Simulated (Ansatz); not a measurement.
# Re: single points about a listed cell

How do energy, forces, pressure and gap of Re change under random distortions, further strains and shifts, distortions that keep the symmetry, other functionals? Each case is one self-consistent run.

Program: Ansatz 0.2.0. Level of theory: DFT PBEsol, scalar-relativistic, plane waves, PAW. These are calculated values, not measurements.

1 further run of the same task is left out (set aside as unsound or not needed).

### Step 1. The structure to begin with

The structure is cubic, space group Fm-3m (No. 225). The conventional cell has a = 3.950 Å, b = 3.950 Å, c = 3.950 Å, α = 90.00°, β = 90.00°, γ = 90.00°. Around Re (site symmetry m-3m) lie 12 Re at 2.79 Å.

Coordinates:

```xyz
1
Lattice="0.0000 1.9750 1.9750 1.9750 0.0000 1.9750 1.9750 1.9750 0.0000" Properties=species:S:1:pos:R:3 pbc="T T T"
Re    0.0000    0.0000    0.0000
```

The structure comes from the Crystallography Open Database.

### Step 2. A change within the space group

Against the listed cell: strain xx, yy, zz, yz, xz, xy = -1.8, -1.8, -1.8, +0.0, +0.0, +0.0 %.

File input.yaml:

```yaml
crystal:
  lattice:
    - [0.0, 1.94041775, 1.94041775]
    - [1.94041775, 0.0, 1.94041775]
    - [1.94041775, 1.94041775, 0.0]
  atoms:
    - { symbol: Re, position: [0.0, 0.0, 0.0] }
basis:
  ecutwfc: 420
kpoints:
  mp_grid: { grid: [18, 18, 18] }
hamiltonian:
  xc: pbesol
scf:
  occupations: { method: gaussian, width: 0.1 }
output:
  forces: true
  stress: true
  eigenvalues: true
```

Run with:

```bash
ansatz run input.yaml --threads 1 --pin off --max-ram 1331MiB --backend cpu --events-out ev --progress --plain --runs-dir out
```

### Step 3. A random distortion, cell strained

File input.yaml:

```yaml
crystal:
  lattice:
    - [0.0385915, 1.87784975, 1.9627945]
    - [1.89428175, 0.01427925, 1.98710675]
    - [1.95839025, 1.9662705, -0.04982925]
  atoms:
    - { symbol: Re, position: [0.0, 0.0, 0.0] }
basis:
  ecutwfc: 420
kpoints:
  mp_grid: { grid: [16, 16, 16] }
hamiltonian:
  xc: pbesol
scf:
  occupations: { method: gaussian, width: 0.1 }
output:
  forces: true
  stress: true
  eigenvalues: true
  populations: true
```

### Step 4. A distortion of lower symmetry

File input.yaml:

```yaml
crystal:
  lattice:
    - [0.0, 1.9092325, 1.9092325]
    - [1.9882325, -0.079, 1.9882325]
    - [1.9092325, 1.9092325, 0.0]
  atoms:
    - { symbol: Re, position: [0.0, 0.0, 0.0] }
basis:
  ecutwfc: 420
kpoints:
  mp_grid: { grid: [18, 16, 18] }
hamiltonian:
  xc: pbesol
scf:
  occupations: { method: gaussian, width: 0.1 }
output:
  forces: true
  stress: true
  eigenvalues: true
  populations: true
```

### Step 5. A distortion that keeps the symmetry

File input.yaml:

```yaml
crystal:
  lattice:
    - [0.0, 1.96166875, 1.96166875]
    - [1.96166875, 0.0, 1.96166875]
    - [1.96166875, 1.96166875, 0.0]
  atoms:
    - { symbol: Re, position: [0.0, 0.0, 0.0] }
basis:
  ecutwfc: 420
kpoints:
  mp_grid: { grid: [18, 18, 18] }
hamiltonian:
  xc: pbesol
scf:
  occupations: { method: gaussian, width: 0.1 }
output:
  forces: true
  stress: true
  eigenvalues: true
```

### Step 6. A distortion that keeps the symmetry

Changes to input.yaml since step 5:

```diff
@@ -2,5 +2,5 @@
   lattice:
-    - [0.0, 1.96166875, 1.96166875]
-    - [1.96166875, 0.0, 1.96166875]
-    - [1.96166875, 1.96166875, 0.0]
+    - [0.0, 1.937001, 1.937001]
+    - [1.937001, 0.0, 1.937001]
+    - [1.937001, 1.937001, 0.0]
   atoms:
@@ -19 +19,2 @@
   eigenvalues: true
+  populations: true
```

### Step 7. Functional and cell changed: PBE

File input.yaml:

```yaml
crystal:
  lattice:
    - [0.0, 1.95305775, 1.95305775]
    - [1.95305775, 0.0, 1.95305775]
    - [1.95305775, 1.95305775, 0.0]
  atoms:
    - { symbol: Re, position: [0.0, 0.0, 0.0] }
basis:
  ecutwfc: 420
kpoints:
  mp_grid: { grid: [18, 18, 18] }
hamiltonian:
  xc: pbe
scf:
  occupations: { method: gaussian, width: 0.1 }
output:
  forces: true
  stress: true
  eigenvalues: true
```

### Step 8. A change within a subgroup

File input.yaml:

```yaml
crystal:
  lattice:
    - [-0.087137, 1.90557875, 1.9431235]
    - [1.90557875, -0.087137, 1.9431235]
    - [1.83471575, 1.83471575, -0.016274]
  atoms:
    - { symbol: Re, position: [0.0, 0.0, 0.0] }
basis:
  ecutwfc: 420
kpoints:
  mp_grid: { grid: [16, 16, 16] }
hamiltonian:
  xc: pbesol
scf:
  occupations: { method: gaussian, width: 0.1 }
output:
  forces: true
  stress: true
  eigenvalues: true
  populations: true
```

### Step 9. A change within the space group

File input.yaml:

```yaml
crystal:
  lattice:
    - [0.0, 1.9812805, 1.9812805]
    - [1.9812805, 0.0, 1.9812805]
    - [1.9812805, 1.9812805, 0.0]
  atoms:
    - { symbol: Re, position: [0.0, 0.0, 0.0] }
basis:
  ecutwfc: 420
kpoints:
  mp_grid: { grid: [18, 18, 18] }
hamiltonian:
  xc: pbesol
scf:
  occupations: { method: gaussian, width: 0.1 }
output:
  forces: true
  stress: true
  eigenvalues: true
  populations: true
```

Before running it: what results should come out? Wanted: for each run, case; energy; pressure; largest force.

The runs gave:

```
step                                  case  energy (meV/atom)  pressure (GPa)  largest force (eV/Å)  gap on the mesh (eV)
   2       a change within the space group               +0.0            -0.1                  0.00                  0.00
   3    a random distortion, cell strained             +67.2*             2.2                  0.00                  0.00
   4        a distortion of lower symmetry             +51.1*            -3.0                  0.00                  0.00
   5  a distortion that keeps the symmetry              +18.8           -11.9                  0.00                  0.00
   6  a distortion that keeps the symmetry               +0.4             2.0                  0.00                  0.00
   7      functional and cell changed: PBE                n/a             2.6                  0.00                  0.00
   8            a change within a subgroup             +92.2*            11.9                  0.00                  0.00
   9       a change within the space group              +66.5           -21.2                  0.00                  0.00
```

Energies are counted from step 2, with the smearing taken to zero; a star marks another k mesh, which can shift energies by itself, so starred rows don't rank against the others. Other atoms or functionals have another zero of energy (n/a). A gap of 0.00 means none on the mesh at this level.

In words: With one atom in the cell, moving it shifts the whole crystal, so no force arises from that. The pressure is 11.9 GPa in the smallest cell and -21.2 GPa in the largest; between them shape and moved atoms count too. The distorted cells of the listed formula and level show no gap on the mesh. Spin-orbit coupling is left out for Re.
